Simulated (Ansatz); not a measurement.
Take La2O3 (space group P-3m1, No. 164; a = 3.9061 Å, c = 6.0400 Å) as the base.

One thing is altered: every O is replaced by Se; the structure is relaxed again.

Levels (all Ansatz, an electronic-structure program, PAW): PBEsol (420 eV, without spin-orbit coupling); r2SCAN (500 eV, no spin-orbit coupling); HSE06 (420 eV, no spin-orbit coupling).

At the geometry relaxed with PBEsol, these levels gave the following band gaps, in shuffled order: (a) 2.11 eV, (b) 1.68 eV, (c) 2.42 eV.

**Question.** Match each gap to its level.

**Answer.** (a) r2SCAN; (b) PBEsol; (c) HSE06.

Single points use the geometry relaxed with PBEsol. Stability against distortions was not tested. As relaxed here, La2Se3 is a hypothetical phase, not in the database extracts checked.
